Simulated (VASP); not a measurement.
Write the native input for VASP 6.6.1 that does the following.

| Quantity | Value |
| --- | --- |
| Task | relaxation of cell and atoms |
| Functional | PBE |
| Dispersion | D3(BJ) |
| Potentials or basis | VASP PAW PBE potentials, release 64 (Cu) |
| Cutoff | 600 eV |
| k mesh | 18 × 18 × 18 |
| Occupations | methfessel-paxton, width 0.1 eV |
| Spin | no spin polarisation |
| Further INCAR settings | ALGO = Normal; EDIFF = 1e-06; IBRION = 2; EDIFFG = -0.01; NSW = 90; ISIF = 3 |

The structure of Cu lies in POSCAR:

```
Cu
1.0
    0.0000000000      1.8075000000      1.8075000000
    1.8075000000      0.0000000000      1.8075000000
    1.8075000000      1.8075000000      0.0000000000
Cu
1
Direct
    0.0000000000      0.0000000000      0.0000000000
```

The input as run:

INCAR

```
PREC     = Accurate       # precision mode
ENCUT    = 600            # plane-wave cutoff, eV
EDIFF    = 1E-6           # SCF threshold, eV
ISMEAR   = 1              # smearing method
SIGMA    = 0.1            # smearing width, eV
LREAL    = F              # projectors in reciprocal space
LASPH    = T              # aspherical terms in the spheres
NELM     = 80             # most SCF steps
ALGO     = Normal         # electronic algorithm
ISIF     = 3              # what is computed and relaxed
LWAVE    = F              # write WAVECAR
LCHARG   = F              # write CHGCAR
GGA      = PE             # functional
IVDW     = 12             # dispersion correction
IBRION   = 2              # ionic algorithm
NSW      = 90             # ionic steps
EDIFFG   = -0.01          # ionic threshold
```

KPOINTS

```
Automatic mesh
0
Gamma
  18 18 18
```

Potentials or basis: VASP PAW PBE potentials, release 64 (Cu).

Command:

```sh
$ cat potpaw_PBE.64/Cu/POTCAR > POTCAR
$ mpirun -np 1 vasp_std > vasp.out
```

It gave:

```yaml
Relaxed_volume: 11.36 Å³/atom
Relaxed_cell: a = 2.523 Å, b = 2.523 Å, c = 2.523 Å, α = 60.00°, β = 60.00°, γ = 60.00°
Space_group_after_relaxing_to_0.05_Å: Fm-3m (No. 225)
Energy_gained_by_relaxing: 8.4 meV/atom
Ionic_steps: 3
Pressure_after_relaxing: 0.0 GPa
Band_gap_on_the_k_mesh: none (metal or under the smearing width)
Dispersion_energy_per_atom: -0.607 eV
```

Caveat: pairwise dispersion overbinds metals, which lowers pressure and volume.

Run time: 31 s on 1 thread of AMD EPYC 7R13 Processor (Zen 3), on a shared host, peak memory 0.13 GiB.
